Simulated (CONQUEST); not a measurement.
# Be (P6_3/mmc) in CONQUEST: equation of state

Aim: energy against volume of Be in PBE, for its equilibrium volume and stiffness.

Program: CONQUEST 1.3. These are calculated values, not measurements. Logs are shortened: lines on timing, memory, paths and dates and some standing lists are left out, and cuts for length are marked.

### 1 The structure

Symmetry: P6_3/mmc, No. 194, hexagonal system. Conventional cell: a = 2.285 Å, b = 2.285 Å, c = 3.584 Å, α = 90.00°, β = 90.00°, γ = 120.00°. Be (site symmetry -6m2) has 12 Be at 2.23 to 2.29 Å as nearest neighbours.

### 2 Equation of state, PBE, 7.62 Å³/atom (volume scaled by 0.94)

Conquest_input

```
IO.Title Be
IO.Coordinates coords.dat
IO.FractionalAtomicCoords T
IO.Iprint 2
IO.Iprint_init 1
General.NumberOfSpecies 1
General.PseudopotentialType hamann
AtomMove.TypeOfRun static
AtomMove.FullStress T
Grid.PointsAlongX 24
Grid.PointsAlongY 36
Grid.PointsAlongZ 40
DM.SolutionMethod diagon
Diag.MPMesh T
Diag.GammaCentred T
Diag.MPMeshX 11
Diag.MPMeshY 8
Diag.MPMeshZ 7
Diag.kT 0.00183747
minE.SCTolerance 1e-6
SC.MaxIters 100
IO.AtomChargeOutput T
%block ChemicalSpeciesLabel
1 9.010 Be
%endblock
```

coords.dat

```
    4.2304318630     0.0000000000     0.0000000000
    0.0000000000     6.6348898981     0.0000000000
    0.0000000000     0.0000000000     7.3273229257
4
  0.0000000000   0.7500000000   0.3333333330 1 T T T
  0.5000000000   0.7500000000   0.8333333330 1 T T T
  0.0000000000   0.2500000000   0.6666666670 1 T T T
  0.5000000000   0.2500000000   0.1666666670 1 T T T
```

Potentials or basis: PseudoDojo NC PBE, DZP, grid of 24 × 36 × 40 points.

On the command line:

```
$ Conquest
```

What it wrote:

```text
Simulation cell dimensions:     4.2304 a0 x     6.6349 a0 x     7.3273 a0

      Atomic coordinates (a0)
         Atom         X         Y         Z  Species
            1    0.0000    4.9762    2.4424        1
            2    2.1152    4.9762    6.1061        1
            3    0.0000    1.6587    4.8849        1
            4    2.1152    1.6587    1.2212        1

         Monkhorst-Pack mesh:  11 x   8 x   7 gamma-centred
        This calculation includes non-local pseudopotentials,
         with a maximum core radius of      8.12093677

    Job title: Be
    Job to be run: static calculation

[... 5 lines left out ...]
      Using Fermi-Dirac smearing

    Integration grid size:     24 x   36 x   40

    Integration grid spacing:  0.176 a0 x 0.184 a0 x 0.183 a0

    Number of species:  1
    --------------------------------------------------------
    |   #  mass (au)  Charge (e)  SF Rad (a0)  NSF  Label  |
    --------------------------------------------------------
    |   1      9.010       4.000        8.478    6  Be     |
    --------------------------------------------------------
          SCF tolerance:                 0.00000100
          SCF iterations:               100

    The functional used will be GGA PBE96

           radial cut-off to be used is taken to be max PAO cut-off radius for this species:    8.120937

           greatest ang. mom. for making density from PAOs:  1
    Minimum blocs/proc is      540. Maximum blocs/proc is      540
    set_atom_dens: In set_atomic_density, electrons :      16.000000000000
 matrix_size & matrix_size_padH =           24          24

    Screened ion int: energy:     -22.723306518146 Ha

    new_SC_potl: Starting.  Tolerance:  0.10000E-05

    PulayMixSC: Starting Pulay mixing, A_up =  0.500 A_dn =  0.500
    PulayMixSC: Spin non-polarised calculation.
          Harris-Foulkes Energy            :       -55.787101497961530 Ha
          GroundState Energy (E-(1/2)TS)   :       -55.787140751923978 Ha
          Free Energy (E-TS)               :       -55.787180005886434 Ha
          DFT Total Energy                 :       -55.785044181786930 Ha
          Total number of electrons        :        15.999999999999984
    PulayMixSC: Pulay iteration     1 residual:              0.42932E-02
          Harris-Foulkes Energy            :       -55.785579662547534 Ha
          GroundState Energy (E-(1/2)TS)   :       -55.785619123077801 Ha
          Free Energy (E-TS)               :       -55.785658583608068 Ha
          DFT Total Energy                 :       -55.785105588331973 Ha
          Total number of electrons        :        16.000006869592518
    PulayMixSC: Pulay iteration     2 residual:              0.20678E-02
          Harris-Foulkes Energy            :       -55.785122680397421 Ha
          GroundState Energy (E-(1/2)TS)   :       -55.785162350366285 Ha
          Free Energy (E-TS)               :       -55.785202020335149 Ha
          DFT Total Energy                 :       -55.785122689055171 Ha
          Total number of electrons        :        16.000014405386963
    PulayMixSC: Pulay iteration     3 residual:              0.17939E-04
          Harris-Foulkes Energy            :       -55.785123542332272 Ha
          GroundState Energy (E-(1/2)TS)   :       -55.785163215787264 Ha
          Free Energy (E-TS)               :       -55.785202889242257 Ha
          DFT Total Energy                 :       -55.785123542110497 Ha
          Total number of electrons        :        16.000012700397242
    PulayMixSC: Pulay iteration     4 residual:              0.10142E-05
          Harris-Foulkes Energy            :       -55.785123210293236 Ha
          GroundState Energy (E-(1/2)TS)   :       -55.785162883389859 Ha
          Free Energy (E-TS)               :       -55.785202556486482 Ha
          DFT Total Energy                 :       -55.785123210286045 Ha
          Total number of electrons        :        16.000014076344851
    PulayMixSC: Pulay iteration     5 residual:              0.15001E-06
    PulayMixSC: Reached SCF tolerance of  0.15001E-06 after      5 iterations
      | Number of electrons      =        16.000014
      |* band energy as 2Tr[K.H] =       -36.165434789174952 Ha
      |  screened ion-ion energy =       -22.723306518146327 Ha
      |  Ha correction           =         0.259929641307169 Ha
      |  XC correction           =         2.843688624347038 Ha
      | GS Energy as E-(1/2)TS   =       -55.785162883389859 Ha
      | Free Energy as E-TS      =       -55.785202556486482 Ha
      |* Harris-Foulkes energy   =       -55.785123210293236 Ha
      |* DFT total energy        =       -55.785123210286045 Ha
      |  estimated accuracy      =        -0.000000000007191 Ha

    force: Forces on atoms (Ha/a0)
    force:  Atom   X              Y              Z
    force:     1  -0.0000000000   0.0000000000  -0.0010066711
    force:     2   0.0000000000   0.0000000000  -0.0010066711
    force:     3  -0.0000000000   0.0000000000   0.0010066711
    force:     4  -0.0000000000   0.0000000000   0.0010066711

    force: Maximum force :        0.00100667(Ha/a0) on atom         3 in z direction
    force: Force Residual:        0.00100667 Ha/a0
    force: Total stress:         -6.12010744     0.00000000     0.00000000 GPa
                             0.00000000    -8.08982857    -0.00000000
                             0.00000000     0.00000000    -7.96638101
    force: Average pressure:      7.39210567 GPa

    force: Finished force
    get_E_and_F: Change in energy during last step of electronic optimisation:  0.33204E-06

    BIBLIOGRAPHY: Please consider citing the following references in the conquest.bib file

    CONQUEST:         Bowler2002pt, Miyazaki2004, Nakata2020
    Basis:            Bowler2019
    DM:               Bowler:2006xr
    Pseudopotentials: Hamann2013, Bowler2019
    XC functional:    Perdew1996
```

Run time: 45 s. Hardware: 1 thread of Intel Xeon Platinum 8488C (Sapphire Rapids), shared host; peak memory 0.41 GiB.

What came out:

- Free energy: -1517.9927 eV
- Pressure: 7.4 GPa
- Largest force: 0.052 eV/Å
- Band gap on the k mesh: none (metal or under the smearing width)

Caveat: the basis of atomic orbitals isn't converged, which shifts pressures, moduli and gaps.

### 3 Equation of state, PBE, 7.78 Å³/atom (volume scaled by 0.96)

Conquest_input is that of step 2.

coords.dat

```
    4.2602246184     0.0000000000     0.0000000000
    0.0000000000     6.6816160142     0.0000000000
    0.0000000000     0.0000000000     7.3789254916
4
  0.0000000000   0.7500000000   0.3333333330 1 T T T
  0.5000000000   0.7500000000   0.8333333330 1 T T T
  0.0000000000   0.2500000000   0.6666666670 1 T T T
  0.5000000000   0.2500000000   0.1666666670 1 T T T
```

Potentials or basis: PseudoDojo NC PBE, DZP, grid of 24 × 36 × 40 points.

On the command line:

```
$ Conquest
```

It took 34 s on 1 thread of Intel Xeon Platinum 8488C (Sapphire Rapids), shared host; peak memory 0.39 GiB.

It converged, with:

* Free energy: -1518.0164 eV
* Pressure: 4.4 GPa
* Largest force: 0.049 eV/Å
* Band gap on the k mesh: none (metal or under the smearing width)

Caveat: the basis of atomic orbitals isn't converged, which shifts pressures, moduli and gaps.

### 4 Equation of state, PBE, 7.94 Å³/atom (volume scaled by 0.98)

Conquest_input is that of step 3.

coords.dat

```
    4.2896064064     0.0000000000     0.0000000000
    0.0000000000     6.7276975808     0.0000000000
    0.0000000000     0.0000000000     7.4298162411
4
  0.0000000000   0.7500000000   0.3333333330 1 T T T
  0.5000000000   0.7500000000   0.8333333330 1 T T T
  0.0000000000   0.2500000000   0.6666666670 1 T T T
  0.5000000000   0.2500000000   0.1666666670 1 T T T
```

On the command line:

```
$ Conquest
```

Wall time 42 s (1 thread of Intel Xeon Platinum 8488C (Sapphire Rapids), shared host); peak memory 0.4 GiB.

It converged, with:

| Quantity | Value |
| --- | --- |
| Free energy | -1518.0289 eV |
| Pressure | 1.8 GPa |
| Largest force | 0.046 eV/Å |
| Band gap on the k mesh | none (metal or under the smearing width) |

Caveat: the basis of atomic orbitals isn't converged, which shifts pressures, moduli and gaps.

### 5 Equation of state, PBE, 8.11 Å³/atom

Conquest_input is that of step 4.

coords.dat

```
    4.3185911126     0.0000000000     0.0000000000
    0.0000000000     6.7731563759     0.0000000000
    0.0000000000     0.0000000000     7.4800192250
4
  0.0000000000   0.7500000000   0.3333333330 1 T T T
  0.5000000000   0.7500000000   0.8333333330 1 T T T
  0.0000000000   0.2500000000   0.6666666670 1 T T T
  0.5000000000   0.2500000000   0.1666666670 1 T T T
```

On the command line:

```
$ Conquest
```

Run time: 46 s. Hardware: 1 thread of Intel Xeon Platinum 8488C (Sapphire Rapids), shared host; peak memory 0.39 GiB.

The run converged. Its results:

```yaml
Free_energy: -1518.0312 eV
Pressure: -0.6 GPa
Largest_force: 0.042 eV/Å
Band_gap_on_the_k_mesh: none (metal or under the smearing width)
```

Caveat: the basis of atomic orbitals isn't converged, which shifts pressures, moduli and gaps.

### 6 Equation of state, PBE, 8.27 Å³/atom (volume scaled by 1.02)

Conquest_input is that of step 5.

coords.dat

```
    4.3471918873     0.0000000000     0.0000000000
    0.0000000000     6.8180130234     0.0000000000
    0.0000000000     0.0000000000     7.5295572198
4
  0.0000000000   0.7500000000   0.3333333330 1 T T T
  0.5000000000   0.7500000000   0.8333333330 1 T T T
  0.0000000000   0.2500000000   0.6666666670 1 T T T
  0.5000000000   0.2500000000   0.1666666670 1 T T T
```

Potentials or basis: PseudoDojo NC PBE, DZP, grid of 24 × 36 × 40 points.

On the command line:

```
$ Conquest
```

Run time: 34 s. Hardware: 1 thread of Intel Xeon Platinum 8488C (Sapphire Rapids), shared host; peak memory 0.37 GiB.

It converged, with:

- Free energy: -1518.0241 eV
- Pressure: -2.8 GPa
- Largest force: 0.036 eV/Å
- Band gap on the k mesh: none (metal or under the smearing width)

Caveat: the basis of atomic orbitals isn't converged, which shifts pressures, moduli and gaps.

### 7 Equation of state, PBE, 8.43 Å³/atom (volume scaled by 1.04)

Conquest_input is that of step 6.

coords.dat

```
    4.3754211971     0.0000000000     0.0000000000
    0.0000000000     6.8622870758     0.0000000000
    0.0000000000     0.0000000000     7.5784518185
4
  0.0000000000   0.7500000000   0.3333333330 1 T T T
  0.5000000000   0.7500000000   0.8333333330 1 T T T
  0.0000000000   0.2500000000   0.6666666670 1 T T T
  0.5000000000   0.2500000000   0.1666666670 1 T T T
```

Potentials or basis: PseudoDojo NC PBE, DZP, grid of 24 × 36 × 40 points.

On the command line:

```
$ Conquest
```

What it wrote:

```text
Simulation cell dimensions:     4.3754 a0 x     6.8623 a0 x     7.5785 a0

      Atomic coordinates (a0)
         Atom         X         Y         Z  Species
            1    0.0000    5.1467    2.5262        1
            2    2.1877    5.1467    6.3154        1
            3    0.0000    1.7156    5.0523        1
            4    2.1877    1.7156    1.2631        1

         Monkhorst-Pack mesh:  11 x   8 x   7 gamma-centred
        This calculation includes non-local pseudopotentials,
         with a maximum core radius of      8.12093677

    Job title: Be
    Job to be run: static calculation

[... 5 lines left out ...]
      Using Fermi-Dirac smearing

    Integration grid size:     24 x   36 x   40

    Integration grid spacing:  0.182 a0 x 0.191 a0 x 0.189 a0

    Number of species:  1
    --------------------------------------------------------
    |   #  mass (au)  Charge (e)  SF Rad (a0)  NSF  Label  |
[... 49 lines left out ...]
          Total number of electrons        :        16.000014735179914
    PulayMixSC: Pulay iteration     5 residual:              0.17001E-06
    PulayMixSC: Reached SCF tolerance of  0.17001E-06 after      5 iterations
      | Number of electrons      =        16.000015
      |* band energy as 2Tr[K.H] =       -35.721416184550151 Ha
      |  screened ion-ion energy =       -23.147491738818417 Ha
      |  Ha correction           =         0.266105210357137 Ha
      |  XC correction           =         2.817106436749965 Ha
      | GS Energy as E-(1/2)TS   =       -55.785738388283292 Ha
      | Free Energy as E-TS      =       -55.785780343727488 Ha
      |* Harris-Foulkes energy   =       -55.785696432839096 Ha
      |* DFT total energy        =       -55.785696432833134 Ha
      |  estimated accuracy      =        -0.000000000005961 Ha

    force: Forces on atoms (Ha/a0)
    force:  Atom   X              Y              Z
    force:     1  -0.0000000000   0.0000000000  -0.0005682462
    force:     2  -0.0000000000   0.0000000000  -0.0005682462
    force:     3  -0.0000000000   0.0000000000   0.0005682462
    force:     4  -0.0000000000   0.0000000000   0.0005682462

    force: Maximum force :        0.00056825(Ha/a0) on atom         4 in z direction
    force: Force Residual:        0.00056825 Ha/a0
    force: Total stress:          6.39184360     0.00000000     0.00000000 GPa
                             0.00000000     4.77596047     0.00000000
                             0.00000000    -0.00000000     3.43682746
    force: Average pressure:     -4.86821051 GPa

    force: Finished force
    get_E_and_F: Change in energy during last step of electronic optimisation:  0.34823E-06

    BIBLIOGRAPHY: Please consider citing the following references in the conquest.bib file

    CONQUEST:         Bowler2002pt, Miyazaki2004, Nakata2020
    Basis:            Bowler2019
    DM:               Bowler:2006xr
    Pseudopotentials: Hamann2013, Bowler2019
    XC functional:    Perdew1996
```

It took 31 s on 1 thread of Intel Xeon Platinum 8488C (Sapphire Rapids), shared host; peak memory 0.37 GiB.

What came out:

```yaml
Free_energy: -1518.0084 eV
Pressure: -4.9 GPa
Largest_force: 0.029 eV/Å
Band_gap_on_the_k_mesh: none (metal or under the smearing width)
```

Caveat: the basis of atomic orbitals isn't converged, which shifts pressures, moduli and gaps.

### 8 Equation of state, PBE, 8.59 Å³/atom (volume scaled by 1.06)

Conquest_input is that of step 7.

coords.dat

```
    4.4032908732     0.0000000000     0.0000000000
    0.0000000000     6.9059970891     0.0000000000
    0.0000000000     0.0000000000     7.6267235139
4
  0.0000000000   0.7500000000   0.3333333330 1 T T T
  0.5000000000   0.7500000000   0.8333333330 1 T T T
  0.0000000000   0.2500000000   0.6666666670 1 T T T
  0.5000000000   0.2500000000   0.1666666670 1 T T T
```

On the command line:

```
$ Conquest
```

Wall time 36 s (1 thread of Intel Xeon Platinum 8488C (Sapphire Rapids), shared host); peak memory 0.37 GiB.

Results (log left out):

```
Free energy            : -1517.9849 eV
Pressure               : -6.7 GPa
Largest force          : 0.019 eV/Å
Band gap on the k mesh : none (metal or under the smearing width)
```

Caveat: the basis of atomic orbitals isn't converged, which shifts pressures, moduli and gaps.

### 9 Equation of state, PBE

Potentials or basis: PseudoDojo NC PBE, DZP, grid of 24 × 36 × 40 points.

This step only gathers the single runs of the series.

What came out:

```
Equilibrium volume                        : 8.06 Å³/atom
Bulk modulus at fixed shape and positions : 118 GPa
Pressure derivative of the bulk modulus   : 3.4
```

Energy against volume, from the lowest point:
| volume (Å³/atom) | energy (meV/atom) |
| --- | --- |
| 7.619 | 9.62 |
| 7.781 | 3.68 |
| 7.943 | 0.56 |
| 8.105 | 0.00 |
| 8.268 | 1.77 |
| 8.430 | 5.69 |
| 8.592 | 11.57 |

Caveat: the DZP basis gives volumes some 2 % larger than converged bases do, and moduli off by several per cent; the cell was scaled at fixed shape and fractional positions, which overstates the stiffness of a crystal with free parameters, most of all of layers and chains; the basis of atomic orbitals isn't converged, which shifts pressures, moduli and gaps.
